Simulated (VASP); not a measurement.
Level of theory: vdW-DF2, VASP's PBE PAW potentials (set 64) (plane waves; VASP 6.6.1).

A VASP calculation is set up with these files.

INCAR:
```
SYSTEM = ZrO2
PREC = Accurate
ENCUT = 520
EDIFF = 1E-7
NELM = 100
ALGO = Normal
LREAL = .FALSE.
LASPH = .TRUE.
ISMEAR = 0
SIGMA = 0.05
GGA = ML
ZAB_VDW = -1.8867
LUSE_VDW = .TRUE.
AGGAC = 0.0
LMAXMIX = 4
LWAVE = .FALSE.
LCHARG = .FALSE.
ISIF = 2
```

### KPOINTS
```
K-points
0
Gamma
7 7 7
```

**POSCAR**
```
ZrO2
3.6414920
  0.0000000000   0.7071068660   0.7071068660
  0.7071068660   0.0000000000   0.7071068660
  0.7071068660   0.7071068660   0.0000000000
Zr O
1 2
Cart
  0.0000000000   0.0000000000   0.0000000000
  0.3535534330   0.3535534330   0.3535534330
  1.0606602990   1.0606602990   1.0606602990
```

POTCAR, in this order: Zr_sv O (PBE.64 set). Program: vasp_std.

Output

### OUTCAR
```
 ion  position               nearest neighbor table
   1  0.000  0.000  0.000-   3 2.23   3 2.23   3 2.23   2 2.23   3 2.23   2 2.23   2 2.23   2 2.23
  LATTYP: Found a face centered cubic cell.
 ALAT       =     5.1498479916
 Subroutine PRICEL returns:
 Original cell was already a primitive cell.
 Subroutine GETGRP returns: Found 48 space group operations
The static configuration has the point symmetry O_h .
The dynamic configuration has the point symmetry O_h .
 Subroutine INISYM returns: Found 48 space group operations
 Subroutine IBZKPT returns following result:
 Found     20 irreducible k-points:

 Following reciprocal coordinates:
            Coordinates               Weight
  0.000000  0.000000  0.000000      1.000000
  0.142857  0.000000  0.000000      8.000000
  0.285714  0.000000  0.000000      8.000000
  0.428571  0.000000  0.000000      8.000000
  0.142857  0.142857  0.000000      6.000000
  0.285714  0.142857  0.000000     24.000000
  0.428571  0.142857  0.000000     24.000000
 -0.428571  0.142857  0.000000     24.000000
 -0.285714  0.142857  0.000000     24.000000
 -0.142857  0.142857  0.000000     12.000000
  0.285714  0.285714  0.000000      6.000000
  0.428571  0.285714  0.000000     24.000000
 -0.428571  0.285714  0.000000     24.000000
 -0.285714  0.285714  0.000000     12.000000
  0.428571  0.428571  0.000000      6.000000
 -0.428571  0.428571  0.000000     12.000000
  0.428571  0.285714  0.142857     24.000000
 -0.428571  0.285714  0.142857     48.000000
 -0.428571  0.428571  0.142857     24.000000
 -0.285714  0.428571  0.142857     24.000000
   k-points           NKPTS =     20   k-points in BZ     NKDIM =     20   number of bands    NBANDS=     16
   number of dos      NEDOS =    301   number of ions     NIONS =      3
   total plane-waves  NPLWV =  21952
   dimension x,y,z NGX =    28 NGY =   28 NGZ =   28
   dimension x,y,z NGXF=    56 NGYF=   56 NGZF=   56
   ions per type =               1   2
   PREC   = accura    normal or accurate (medium, high low for compatibility)
   ISTART =      0    job   : 0-new  1-cont  2-samecut
   ICHARG =      2    charge: 1-file 2-atom 10-const
   ISPIN  =      1    spin polarized calculation?
   LNONCOLLINEAR =      F non collinear calculations
   LSORBIT =      F    spin-orbit coupling
   INIWAV =      1    electr: 0-lowe 1-rand  2-diag
   ENCUT  =  520.0 eV  38.22 Ry    6.18 a.u.   6.77  6.77  6.77*2*pi/ulx,y,z
   NELM   =    100;   NELMIN=  2; NELMDL= -5     # of ELM steps
   EDIFF  = 0.1E-06   stopping-criterion for ELM
   LREAL  =      F    real-space projection
   NLSPLINE    = F    spline interpolate recip. space projectors
   LMAXMIX     =    4 max onsite mixed and CHGCAR
   VOSKOWN=      0    Vosko Wilk Nusair interpolation
   EDIFFG = 0.1E-05   stopping-criterion for IOM
   NSW    =      0    number of steps for IOM
   NBLOCK =      1;   KBLOCK =      1    inner block; outer block
   IBRION =     -1    ionic relax: 0-MD 1-quasi-New 2-CG
   NFREE  =      0    steps in history (QN), initial steepest desc. (CG)
   ISIF   =      2    stress and relaxation
   ISYM   =      2    0-nonsym 1-usesym 2-fastsym
   TEIN   =    0.0    initial temperature
   TEBEG  =    0.0;   TEEND  =   0.0 temperature during run
   SMASS  =  -3.00    Nose mass-parameter (am)
   PSTRESS=    0.0 pullay stress
   NELECT =      24.0000    total number of electrons
   EFERMI =   0.00;   METHOD = LEGACY
   ISMEAR =     0;   SIGMA  =   0.05  broadening in eV -4-tet -1-fermi 0-gaus
   IALGO  =     38    algorithm
   LDIAG  =      T    sub-space diagonalisation (order eigenvalues)
   IMIX   =      4    mixing-type and parameters
     AMIX     =   0.40;   BMIX     =  1.00
     AMIX_MAG =   1.60;   BMIX_MAG =  1.00
     AMIN     =   0.10
...
```

**OSZICAR**
```
       N       E                     dE             d eps       ncg     rms          rms(c)
DAV:   1     0.203090801670E+03    0.20309E+03   -0.14838E+04   640   0.154E+03
DAV:   2    -0.226399948653E+02   -0.22573E+03   -0.21899E+03   848   0.390E+02
DAV:   3    -0.305858094886E+02   -0.79458E+01   -0.79400E+01  1008   0.745E+01
DAV:   4    -0.307421339304E+02   -0.15632E+00   -0.15632E+00   872   0.813E+00
DAV:   5    -0.307445975401E+02   -0.24636E-02   -0.24636E-02   840   0.740E-01    0.236E+01
DAV:   6    -0.225529899460E+02    0.81916E+01   -0.49649E+01   736   0.533E+01    0.868E+00
DAV:   7    -0.224828230951E+02    0.70167E-01   -0.19123E+00   832   0.115E+01    0.565E+00
DAV:   8    -0.224374522668E+02    0.45371E-01   -0.23654E-01   832   0.478E+00    0.543E-01
DAV:   9    -0.224381761616E+02   -0.72389E-03   -0.14133E-02   920   0.949E-01    0.382E-01
DAV:  10    -0.224387584298E+02   -0.58227E-03   -0.40675E-03   872   0.703E-01    0.144E-01
DAV:  11    -0.224387300272E+02    0.28403E-04   -0.80358E-04   776   0.246E-01    0.673E-02
DAV:  12    -0.224387132078E+02    0.16819E-04   -0.16780E-04   784   0.961E-02    0.182E-02
DAV:  13    -0.224387120004E+02    0.12074E-05   -0.85751E-06   712   0.257E-02    0.173E-03
DAV:  14    -0.224387121893E+02   -0.18897E-06   -0.80074E-07   840   0.673E-03    0.229E-03
DAV:  15    -0.224387121694E+02    0.19921E-07   -0.78071E-08   432   0.241E-03
   1 F= -.22438712E+02 E0= -.22438712E+02  d E =-.326261E-19
```

File OUTCAR:
```
------------------------ aborting loop because EDIFF is reached ----------------------------------------
  FORCE on cell =-STRESS in cart. coord.  units (eV):
  Direction    XX          YY          ZZ          XY          YZ          ZX
  --------------------------------------------------------------------------------------
  Total        1.5278911      1.5278911      1.5278911     -0.0000000     -0.0000000      0.0000000
  in kB       71.6934927     71.6934927     71.6934927     -0.0000000     -0.0000000      0.0000000
  external PRESSURE =      71.6934927 kB  Pullay stress =       0.0000000 kB
  volume of cell :       34.14
      direct lattice vectors                 reciprocal lattice vectors
     0.000000000  2.574923996  2.574923996    -0.194180489  0.194180489  0.194180489
     2.574923996  0.000000000  2.574923996     0.194180489 -0.194180489  0.194180489
     2.574923996  2.574923996  0.000000000     0.194180489  0.194180489 -0.194180489
 POSITION                                       TOTAL-FORCE (eV/Angst)
 -----------------------------------------------------------------------------------
      0.00000      0.00000      0.00000        -0.000000     -0.000000     -0.000000
      1.28746      1.28746      1.28746        -0.000000     -0.000000     -0.000000
      3.86239      3.86239      3.86239         0.000000      0.000000      0.000000
 -----------------------------------------------------------------------------------
    total drift:                                0.000000      0.000000      0.000000
  FREE ENERGIE OF THE ION-ELECTRON SYSTEM (eV)
  ---------------------------------------------------
  free  energy   TOTEN  =       -22.4387121694 eV

  energy  without entropy=      -22.4387121694  energy(sigma->0) =      -22.43871217
```
(Selected blocks of OUTCAR.)

The compound is ZrO2 in the fluorite structure, the high-temperature cubic form, which is unstable at 0 K; the monoclinic form is the stable one. This cell is one point of a volume scan, at 0.97 of the reference volume.
